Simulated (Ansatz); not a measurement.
C2H2Cl2 (`Cl/C=C\Cl`): measurement beside calculation (Ansatz, PBE0-D4/def2-TZVP geometry).

```xyz
6

Cl   -0.864   -1.353    1.283
C    -0.005   -0.680   -0.026
C     0.168    0.617   -0.231
Cl   -0.437    1.852    0.777
H     0.412   -1.403   -0.714
H     0.727    0.967   -1.089
```

Measured: 9.5 eV (ionisation energy: onset of first photoelectron band (X state of cation), approximate, XUV photoelectron spectroscopy, 22.3 eV). Source: Ultrafast photochemical processes in 1,2-dichloroethene measured with a universal XUV probe, 2024 (pmc:11563349).

```
                level  vertical IE (eV)  minus measured (eV)
    PBE-D4/def2-TZVPP              9.37                -0.13
 r2SCAN-D4/def2-TZVPP              9.45                -0.05
   PBE0-D4/def2-TZVPP              9.56                 0.06
  B3LYP-D4/def2-TZVPP              9.56                 0.06
   ωB97X-V/def2-TZVPP              9.67                 0.17
   ωB97M-V/def2-TZVPP              9.61                 0.11
    B2PLYP/def2-TZVPP              9.57                 0.07
        HF/def2-TZVPP              8.84                -0.66
       MP2/def2-TZVPP              9.92                 0.42
      CCSD/def2-TZVPP              9.72                 0.22
   CCSD(T)/def2-TZVPP              9.73                 0.23
        HF/def2-QZVPP              8.84                -0.66
       MP2/def2-QZVPP             10.03                 0.53
         HF/CBS(def2)              8.84                -0.66
        MP2/CBS(def2)             10.11                 0.61
       CCSD/CBS(def2)              9.91                 0.41
    CCSD(T)/CBS(def2)              9.91                 0.41
−ε(HOMO), LDA (SPW92)              6.36                -3.14
        −ε(HOMO), PBE              6.19                -3.31
     −ε(HOMO), revPBE              6.13                -3.37
       −ε(HOMO), BLYP              6.02                -3.48
     −ε(HOMO), r2SCAN              6.43                -3.07
     −ε(HOMO), B97M-V              6.47                -3.03
       −ε(HOMO), PBE0              7.36                -2.14
      −ε(HOMO), B3LYP              7.13                -2.37
    −ε(HOMO), r2SCANh              6.86                -2.64
    −ε(HOMO), r2SCAN0              7.52                -1.98
      −ε(HOMO), HSE06              6.96                -2.54
      −ε(HOMO), BHLYP              8.38                -1.12
  −ε(HOMO), CAM-B3LYP              8.66                -0.84
    −ε(HOMO), LC-ωPBE             10.02                 0.52
    −ε(HOMO), ωB97X-V              9.64                 0.14
    −ε(HOMO), ωB97M-V              9.50                 0.00
```

Computed values are vertical and leave out zero-point energy and spin–orbit coupling, so an adiabatic measurement lies lower by the cation's relaxation.

B3LYP here is the variant with VWN-RPA as its local correlation; programs differ in this.
